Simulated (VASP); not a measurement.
Write the native input for VASP 6.6.1 that does the following.

* Task: single point
* Functional: r2SCAN
* Potentials or basis: VASP PAW PBE potentials, release 64 (Pb_d, Se)
* Cutoff: 520 eV
* k mesh: 8 × 8 × 6
* Occupations: gaussian, width 0.02 eV
* Spin: no spin polarisation
* Dipole correction: no
* Further INCAR settings: ALGO = Normal; EDIFF = 1e-06; NBANDS = 28

PbSe:

```
Pb Se
1.0
     4.46474    0.00000    0.00000
     0.00000    4.46474    0.00000
     0.00000    0.00000    6.20077
Pb Se
2 2
Direct
  0.00000 0.00000 0.00000
  0.50000 0.50000 0.50000
  0.50000 0.50000 0.00000
  0.00000 0.00000 0.50000
```

The cell was built by a generator and isn't the measured one.

The input as run:

POSCAR

```
PbSe
1.0
    4.4647380387      0.0000000000      0.0000000000
    0.0000000000      4.4647380387      0.0000000000
    0.0000000000      0.0000000000      6.2007666703
Pb Se
2 2
Direct
    0.0000000000      0.0000000000      0.0000000000
    0.5000000000      0.5000000000      0.5000000000
    0.5000000000      0.5000000000      0.0000000000
    0.0000000000      0.0000000000      0.5000000000
```

INCAR.step1

```
SYSTEM = PbSe
PREC     = Accurate       ! precision mode
ENCUT    = 520            ! plane-wave cutoff, eV
ISMEAR   = 0              ! smearing method
SIGMA    = 0.02           ! smearing width, eV
LREAL    = .False.        ! projectors in reciprocal space
LASPH    = .True.         ! aspherical terms in the spheres
NELM     = 100            ! most SCF steps
NBANDS   = 28             ! bands
GGA      = PE             ! functional
ALGO     = Normal         ! electronic algorithm
EDIFF    = 1E-4           ! SCF threshold, eV
LWAVE    = .True.         ! write WAVECAR
LCHARG   = .False.        ! write CHGCAR
```

INCAR.step2

```
SYSTEM = PbSe
PREC     = Accurate       ! precision mode
ENCUT    = 520            ! plane-wave cutoff, eV
EDIFF    = 1E-6           ! SCF threshold, eV
ISMEAR   = 0              ! smearing method
SIGMA    = 0.02           ! smearing width, eV
LREAL    = .False.        ! projectors in reciprocal space
LASPH    = .True.         ! aspherical terms in the spheres
NELM     = 100            ! most SCF steps
ALGO     = Normal         ! electronic algorithm
ISIF     = 2              ! what is computed and relaxed
LWAVE    = .False.        ! write WAVECAR
LCHARG   = .False.        ! write CHGCAR
METAGGA  = R2SCAN         ! meta-GGA
LMIXTAU  = .True.       
NBANDS   = 28             ! bands
ISTART   = 1
```

KPOINTS

```
Automatic mesh
0
Gamma
  8 8 6
  0 0 0
```

Potentials or basis: VASP PAW PBE potentials, release 64 (Pb_d, Se).

Command:

```console
$ cat potpaw_PBE.64/Pb_d/POTCAR potpaw_PBE.64/Se/POTCAR > POTCAR
$ cp INCAR.step1 INCAR
$ mpirun -np 1 vasp_std > vasp.out
$ cp INCAR.step2 INCAR
$ mpirun -np 1 vasp_std > vasp.out
```

Results of the run:

```yaml
Pressure: -2.2 GPa
Band_gap_on_the_k_mesh: 0.80 eV
```

Caveat: the PAW data sets were made with another functional, which shifts forces and pressure a little; spin-orbit coupling is left out, which as a rule narrows the gap of such compounds by several tenths of an eV.

Run time: 4 min on 1 thread of Intel(R) Xeon(R) 6975P-C (Granite Rapids) (shared host), peak memory 0.37 GiB.
